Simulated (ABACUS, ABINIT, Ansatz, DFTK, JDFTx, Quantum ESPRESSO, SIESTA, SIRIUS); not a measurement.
**LiF: 8 runs at one level of theory**

```xyz
2
Lattice="0.0000 2.0140 2.0140 2.0140 0.0000 2.0140 2.0140 2.0140 0.0000" Properties=species:S:1:pos:R:3 pbc="T T T"
F     2.0140    2.0140    2.0140
Li    0.0000    0.0000    0.0000
```

Alike in all runs: task single point; functional PBEsol; k mesh 11 × 11 × 11; occupations fermi-dirac, width 0.05 eV; no spin polarisation; no spin-orbit coupling. Pressure is positive in compression and, in plane waves, holds the error of the finite cutoff.

| program and potentials | plane-wave cutoff (eV) | notes | pressure (GPa) |
| --- | --- | --- | --- |
| SIRIUS, PseudoDojo 0.4.1 PBEsol standard (scalar relativistic) | 1152 | - | -1.40 |
| ABACUS, PseudoDojo NC SR 0.4.1 PBEsol standard, plane waves | 1143 | - | -1.40 |
| SIESTA, files PseudoDojo sr-pbesol-0.4.1-standard, DZP (energy shift 0.003 Ry; two zetas on semicore shells) | - | atomic basis | -0.82 |
| Ansatz, all-electron LAPW, scalar-relativistic | - | - | ? |
| JDFTx, PseudoDojo-SR-PBEsol-0.4.1-standard with smoothed tails | 1143 | - | -1.40 |
| DFTK, PseudoDojo SR PBEsol 0.4.1 standard (PBEsol) | 1143 | - | -1.40 |
| Quantum ESPRESSO, GBRV 1.5 PBEsol | 612 | - | -1.13 |
| ABINIT, PseudoDojo NC SR PBEsol v0.4.1 standard | 1143 | - | -1.40 |

Q: Estimate from the other rows what the run with Ansatz, all-electron LAPW, scalar-relativistic gave.

A: Pressure -1.19 GPa. The other rows, which needn't bracket it: pressure -1.40 to -0.82.
